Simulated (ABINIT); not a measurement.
# HfO2 (Fm-3m) in ABINIT: single point with LDA

Aim: the single point of HfO2 with LDA.

Everything below comes from runs of ABINIT 10.8.3 (patched build). Logs are shortened: lines on timing, memory, paths and dates and some standing lists are left out, and cuts for length are marked. The log counts tension as positive stress, the text compression.

### Step 1. The undisturbed crystal

Symmetry: Fm-3m, No. 225, cubic system. The conventional cell has a = 5.115 Å, b = 5.115 Å, c = 5.115 Å, α = 90.00°, β = 90.00°, γ = 90.00°. Hf (site symmetry m-3m) has 8 O at 2.21 Å as nearest neighbours. O (site symmetry -43m) is surrounded by 4 Hf at 2.21 Å.

Measurements of this composition are mostly on another form, of space group No. 14.

### Step 2. Single point, LDA (cell relaxed)

Contents of run.abi:

```
# Pseudopotentials
pp_dirpath "./"
pseudos "Hf.upf, O.upf"

# Structure
acell 3.5086872393 3.5086872393 3.5086872393 Angstrom
rprim
     0.0000000000     0.7071067812     0.7071067812
     0.7071067812     0.0000000000     0.7071067812
     0.7071067812     0.7071067812     0.0000000000
ntypat 2
znucl 72 8
natom 3
typat 1 2 2
xcart
     0.0000000000     0.0000000000     0.0000000000
     7.0326626569     7.0326626569     7.0326626569
     2.3442208856     2.3442208856     2.3442208856
chkprim 0
chksymtnons 0
tolsym 1.0e-6

# Plane-wave basis
ecut 42.0

# k points
kptopt 1
ngkpt 7 7 7
nshiftk 1
shiftk 0.0 0.0 0.0

# Exchange and correlation
ixc 7

# Bands and occupations
nband 16
occopt 3
tsmear 0.05 eV

# SCF cycle
nstep 100
tolvrs 1.0e-10

# Output
iomode 3
prtwf 0
prteig 0
prtebands 0
enunit 1
prtden 1
prtvha 1
prtvclmb 1
prtpot 1
prtelf 1
```

Potentials or basis: PseudoDojo NC SR LDA v0.4.1 standard.

Started as:

```
$ abinit run.abi > log 2>&1
```

run.abo:

```text
.Version 10.8.3 of ABINIT
 Symmetries : space group Fm -3 m (#225); Bravais cF (face-center cubic)
================================================================================
 Values of the parameters that define the memory need of the present run
     intxc =       0    ionmov =       0      iscf =       7    lmnmax =       8
     lnmax =       8     mgfft =      40  mpssoang =       4    mqgrid =    3001
     natom =       3  nloc_mem =       1    nspden =       1   nspinor =       1
    nsppol =       1      nsym =      48    n1xccc =    2501    ntypat =       2
    occopt =       3   xclevel =       1
       mpw =        2698          nfft =       64000          nkpt =          20
================================================================================
================================================================================

--------------------------------------------------------------------------------
------------- Echo of variables that govern the present computation ------------
--------------------------------------------------------------------------------
 -outvars: echo values of preprocessed input variables --------
            acell      6.6304579437E+00  6.6304579437E+00  6.6304579437E+00 Bohr
              amu      1.78490000E+02  1.59994000E+01
          chkprim           0
      chksymtnons           0
             ecut      4.20000000E+01 Hartree
           enunit           1
              ixc           7
         kptrlatt        7    0    0      0    7    0      0    0    7
          kptrlen      4.64132056E+01
            natom           3
            nband          16
            ngfft          40      40      40
             nkpt          20
            nstep         100
             nsym          48
           ntypat           2
           occopt           3
        prtebands           0
           prteig           0
           prtelf           1
           prtpot           1
         prtvclmb           1
           prtvha           1
            prtwf           0
            rprim      0.0000000000E+00  7.0710678120E-01  7.0710678120E-01
                       7.0710678120E-01  0.0000000000E+00  7.0710678120E-01
                       7.0710678120E-01  7.0710678120E-01  0.0000000000E+00
          spgroup         225
           tolsym      1.00000000E-06
           tolvrs      1.00000000E-10
           tsmear      1.83746611E-03 Hartree
            typat      1  2  2
           xangst      0.0000000000E+00  0.0000000000E+00  0.0000000000E+00
                       3.7215248100E+00  3.7215248100E+00  3.7215248100E+00
                       1.2405082700E+00  1.2405082700E+00  1.2405082700E+00
            xcart      0.0000000000E+00  0.0000000000E+00  0.0000000000E+00
                       7.0326626617E+00  7.0326626617E+00  7.0326626617E+00
                       2.3442208872E+00  2.3442208872E+00  2.3442208872E+00
             xred      0.0000000000E+00  0.0000000000E+00  0.0000000000E+00
                       7.5000000000E-01  7.5000000000E-01  7.5000000000E-01
                       2.5000000000E-01  2.5000000000E-01  2.5000000000E-01
            znucl       72.00000    8.00000

================================================================================

 chkinp: Checking input parameters for consistency.

================================================================================
== DATASET  1 ==================================================================

--- !DatasetInfo
iteration_state: {dtset: 1, }
dimensions: {natom: 3, nkpt: 20, mband: 16, nsppol: 1, nspinor: 1, nspden: 1, mpw: 2698, }
cutoff_energies: {ecut:  42.0, pawecutdg:  -1.0, }
electrons: {nelect:   2.40000000E+01, charge:   0.00000000E+00, occopt:   3.00000000E+00, tsmear:   1.83746611E-03, }
meta: {optdriver: 0, ionmov: 0, optcell: 0, iscf: 7, paral_kgb: 0, }
...

 Exchange-correlation functional for the present dataset will be:
  LDA: Perdew-Wang 92 LSD fit to Ceperley-Alder data - ixc=7
  J.P.Perdew and Y.Wang, PRB 45, 13244 (1992)

 Real(R)+Recip(G) space primitive vectors, cartesian coordinates (Bohr,Bohr^-1):
 R(1)=  0.0000000  4.6884418  4.6884418  G(1)= -0.1066452  0.1066452  0.1066452
 R(2)=  4.6884418  0.0000000  4.6884418  G(2)=  0.1066452 -0.1066452  0.1066452
 R(3)=  4.6884418  4.6884418  0.0000000  G(3)=  0.1066452  0.1066452 -0.1066452
 Unit cell volume ucvol=  2.0611784E+02 bohr^3
 Angles (23,13,12)=  6.00000000E+01  6.00000000E+01  6.00000000E+01 degrees

 getcut: wavevector=  0.0000  0.0000  0.0000  ngfft=  40  40  40
         ecut(hartree)=     42.000   => boxcut(ratio)=   2.06789

--- Pseudopotential description ------------------------------------------------
- pspini: atom type   1  psp file is ./Hf.upf
12 -1012 3 -1 1618                            pspcod,pspxc,lmax,lloc,mmax
     nproj     2     2     2     2

- pspini: atom type   2  psp file is ./O.upf
12 -1012 2 -1 926                             pspcod,pspxc,lmax,lloc,mmax
     nproj     2     2     1     0

   8.27749700E+02                                ecore*ucvol(ha*bohr**3)
--------------------------------------------------------------------------------

================================================================================

--- !BeginCycle
iteration_state: {dtset: 1, }
solver: {iscf: 7, nstep: 100, nline: 4, wfoptalg: 0, }
tolerances: {tolvrs: 1.00E-10, }
...

     iter   Etot(hartree)      deltaE(h)  residm     vres2
 ETOT  1  -89.413605510919    -8.941E+01 1.503E-01 1.289E+03
 ETOT  2  -89.217108841432     1.965E-01 1.332E-02 2.023E+03
 ETOT  3  -89.704380105927    -4.873E-01 1.093E-02 2.944E+01
 ETOT  4  -89.710236127014    -5.856E-03 3.123E-03 3.452E-02
 ETOT  5  -89.710237100130    -9.731E-07 1.347E-03 4.846E-02
 ETOT  6  -89.710244035748    -6.936E-06 9.725E-04 2.206E-03
 ETOT  7  -89.710244558717    -5.230E-07 4.638E-04 6.416E-05
 ETOT  8  -89.710244565760    -7.043E-09 3.330E-04 3.054E-06
 ETOT  9  -89.710244566127    -3.670E-10 4.201E-04 1.133E-07
 ETOT 10  -89.710244566142    -1.467E-11 2.844E-04 1.679E-11

 At SCF step   10       vres2   =  1.68E-11 < tolvrs=  1.00E-10 =>converged.

 Compute ELF
--------------------------------------------------------------------------------

 Compute kinetic energy density

 Compute gradient of the electron density
 Electron Localization Function (ELF) [min:0;max:1]
)     Maximum=    8.6693E-01  at reduced coord.    0.9250    0.9250    0.9500
)     Minimum=    7.5752E-04  at reduced coord.    0.2500    0.2500    0.2500
   Integrated=    7.1904E+01

--------------------------------------------------------------------------------
 End of ELF section

 Cartesian components of stress tensor (hartree/bohr^3)
  sigma(1 1)=  1.71454789E-06  sigma(3 2)=  0.00000000E+00
  sigma(2 2)=  1.71454789E-06  sigma(3 1)=  0.00000000E+00
  sigma(3 3)=  1.71454789E-06  sigma(2 1)=  0.00000000E+00

--- !ResultsGS
iteration_state: {dtset: 1, }
comment   : Summary of ground state results
lattice_vectors:
- [  0.0000000,   4.6884418,   4.6884418, ]
- [  4.6884418,   0.0000000,   4.6884418, ]
- [  4.6884418,   4.6884418,   0.0000000, ]
lattice_lengths: [   6.63046,    6.63046,    6.63046, ]
lattice_angles: [ 60.000,  60.000,  60.000, ] # degrees, (23, 13, 12)
lattice_volume:   2.0611784E+02
convergence: {deltae: -1.467E-11, res2:  1.679E-11, residm:  2.844E-04, diffor: null, }
etotal    :  -8.97102446E+01
entropy   :   0.00000000E+00
fermie    :   3.92592393E-01
cartesian_stress_tensor: # hartree/bohr^3
- [  1.71454789E-06,   0.00000000E+00,   0.00000000E+00, ]
- [  0.00000000E+00,   1.71454789E-06,   0.00000000E+00, ]
- [  0.00000000E+00,   0.00000000E+00,   1.71454789E-06, ]
pressure_GPa:  -5.0444E-02
xred      :
- [  0.0000E+00,   0.0000E+00,   0.0000E+00, Hf]
- [  7.5000E-01,   7.5000E-01,   7.5000E-01,  O]
- [  2.5000E-01,   2.5000E-01,   2.5000E-01,  O]
cartesian_forces: # hartree/bohr
- [  1.12171014E-31,  -1.12171014E-31,  -1.86951691E-31, ]
- [ -4.48684058E-31,   2.24342029E-31,   1.49561353E-31, ]
- [  3.36513043E-31,  -1.12171014E-31,   3.73903382E-32, ]
force_length_stats: {min:   2.45184844E-31, max:   5.23464734E-31, mean:   3.75110224E-31, }
...

 Integrated electronic density in atomic spheres:
 ------------------------------------------------
 Atom  Sphere_radius  Integrated_density
    1        2.00000          8.33911298
    2        2.00000          6.39769120
    3        2.00000          6.39769120
================================================================================

 ----iterations are completed or convergence reached----

 Mean square residual over all n,k,spin=   20.813E-07; max=  28.436E-05
 reduced coordinates (array xred) for    3 atoms
       0.000000000000      0.000000000000      0.000000000000
       0.750000000000      0.750000000000      0.750000000000
       0.250000000000      0.250000000000      0.250000000000
 rms dE/dt=  1.4456E-30; max dE/dt=  1.0518E-30; dE/dt below (all hartree)
    1       0.000000000000      0.000000000000      0.000000000000
    2      -0.000000000000      0.000000000000      0.000000000000
    3      -0.000000000000     -0.000000000000     -0.000000000000

 cartesian coordinates (angstrom) at end:
    1      0.00000000000000     0.00000000000000     0.00000000000000
    2      3.72152481002840     3.72152481002840     3.72152481002840
    3      1.24050827000947     1.24050827000947     1.24050827000947

 cartesian forces (hartree/bohr) at end:
    1      0.00000000000000    -0.00000000000000    -0.00000000000000
    2     -0.00000000000000     0.00000000000000     0.00000000000000
    3      0.00000000000000    -0.00000000000000     0.00000000000000
 frms,max,avg= 2.2640974E-31 4.4868406E-31   0.000E+00  0.000E+00  0.000E+00 h/b

 cartesian forces (eV/Angstrom) at end:
    1      0.00000000000000    -0.00000000000000    -0.00000000000000
    2     -0.00000000000000     0.00000000000000     0.00000000000000
    3      0.00000000000000    -0.00000000000000     0.00000000000000
 frms,max,avg= 1.1642457E-29 2.3072262E-29   0.000E+00  0.000E+00  0.000E+00 e/A
 length scales=  6.630457943744  6.630457943744  6.630457943744 bohr
              =  3.508687239300  3.508687239300  3.508687239300 angstroms
 Fermi (or HOMO) energy (eV) =  10.68298   Average Vxc (eV)= -13.08605
 Eigenvalues (   eV  ) for nkpt=  20  k points:
 kpt#   1, nband= 16, wtk=  0.00292, kpt=  0.0000  0.0000  0.0000 (reduced coord)
 -52.21057  -20.75381  -20.75381  -20.75381  -10.33745   -6.79449    2.68643    2.68643
   2.68643    7.84883    7.84883    7.84883   12.39382   12.39382   14.71967   19.72007
 prteigrs : prtvol=0 or 1, do not print more k-points.

--- !EnergyTerms
iteration_state     : {dtset: 1, }
comment             : Components of total free energy in Hartree
kinetic             :  3.69531877051205E+01
hartree             :  1.32216849507602E+01
xc                  : -2.25458368957051E+01
Ewald energy        : -6.93059974723138E+01
psp_core            :  4.01590523157425E+00
local_psp           : -4.91395019239767E+01
non_local_psp       : -2.90968616160090E+00
internal            : -8.97102445661415E+01
'-kT*entropy'       :  1.87990621797807E-15
total_energy        : -8.97102445661415E+01
total_energy_eV     : -2.44114011511070E+03
band_energy         : -7.32109517855162E+00
...

 Cartesian components of stress tensor (hartree/bohr^3)
  sigma(1 1)=  1.71454789E-06  sigma(3 2)=  0.00000000E+00
  sigma(2 2)=  1.71454789E-06  sigma(3 1)=  0.00000000E+00
  sigma(3 3)=  1.71454789E-06  sigma(2 1)=  0.00000000E+00

-Cartesian components of stress tensor (GPa)         [Pressure= -5.0444E-02 GPa]
- sigma(1 1)=  5.04437406E-02  sigma(3 2)=  0.00000000E+00
- sigma(2 2)=  5.04437406E-02  sigma(3 1)=  0.00000000E+00
- sigma(3 3)=  5.04437406E-02  sigma(2 1)=  0.00000000E+00

== END DATASET(S) ==============================================================
================================================================================

 -outvars: echo values of variables after computation  --------
            acell      6.6304579437E+00  6.6304579437E+00  6.6304579437E+00 Bohr
           etotal     -8.9710244566E+01
            fcart      1.1217101447E-31 -1.1217101447E-31 -1.8695169079E-31
                      -4.4868405790E-31  2.2434202895E-31  1.4956135263E-31
                       3.3651304342E-31 -1.1217101447E-31  3.7390338158E-32
            rprim      0.0000000000E+00  7.0710678120E-01  7.0710678120E-01
                       7.0710678120E-01  0.0000000000E+00  7.0710678120E-01
                       7.0710678120E-01  7.0710678120E-01  0.0000000000E+00
           strten      1.7145478923E-06  1.7145478923E-06  1.7145478923E-06
                       0.0000000000E+00  0.0000000000E+00  0.0000000000E+00
           xangst      0.0000000000E+00  0.0000000000E+00  0.0000000000E+00
                       3.7215248100E+00  3.7215248100E+00  3.7215248100E+00
                       1.2405082700E+00  1.2405082700E+00  1.2405082700E+00
             xred      0.0000000000E+00  0.0000000000E+00  0.0000000000E+00
                       7.5000000000E-01  7.5000000000E-01  7.5000000000E-01
                       2.5000000000E-01  2.5000000000E-01  2.5000000000E-01
 Calculation completed.
```

Wall time 34 s (1 thread of Arm Neoverse V1, shared host); peak memory 0.08 GiB.

Results:

```yaml
Free_energy: -2441.1401 eV
Pressure: -0.1 GPa
Band_gap_on_the_k_mesh: 4.00 eV, indirect (least direct gap 4.20 eV)
Valence_electrons_inside_the_program's_atomic_spheres: Hf 8.34; O 6.40
```

Caveat: spin-orbit coupling is left out, which moves the levels of the heavy elements; an odd mesh through Γ misses points on the zone boundary, where band edges often lie.
